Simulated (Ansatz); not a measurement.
## How far is this InSb4 from the hull?

Level of theory: Ansatz 0.2.0, DFT PBE, scalar-relativistic, plane waves, PAW. Settings: cutoff 420 eV, Γ-centred meshes spaced at most about 0.3 Å⁻¹, and about 0.25 Å⁻¹ or finer for metals (2π included), Gaussian smearing. No spin polarisation.

The zero of energy is the elements' standard structures at the same level; no fitted shifts are applied.

All energies are static (0 K, no zero-point motion). These runs have no spin–orbit coupling, which can matter for Sb.

The competitors are the elements and 1 reference phase of this chemical system (from databases or known types: InSb), relaxed at the same level; other known phases may be missing.

The candidate was reached from: random cell.

```
In Sb
1.0
    -3.45143    3.45143    3.45143
     3.45143   -3.45143    3.45143
     3.45143    3.45143   -3.45143
In Sb
1 4
Direct
  0.00000 0.00000 0.00000
  0.50000 0.50000 0.50000
  0.00000 0.00000 0.50000
  0.00000 0.50000 0.00000
  0.50000 0.00000 0.00000
```

The lowest competing mixture at this composition:

| phase | space group | source | share of atoms | ΔE_f (eV/atom) |
| --- | --- | --- | --- | --- |
| Sb | - | element | 0.6000 | -0.0015 |
| InSb | F-43m (No. 216) | Materials Project | 0.4000 | -0.128 |

The lowest database cell of Sb (-0.0015) lies slightly below the reference, hence the non-zero entry.

Problem. What are the hull's energy here, the candidate's formation energy and its margin?

Solution. The hull lies at -0.052 eV/atom, the weighted sum of the last column. The candidate has 0.348 eV/atom, which is 0.40 eV/atom above it. The candidate matches no cell in the subsets of the Crystallography Open Database and the Materials Project at hand. A phase this far over the hull is unlikely to be made.
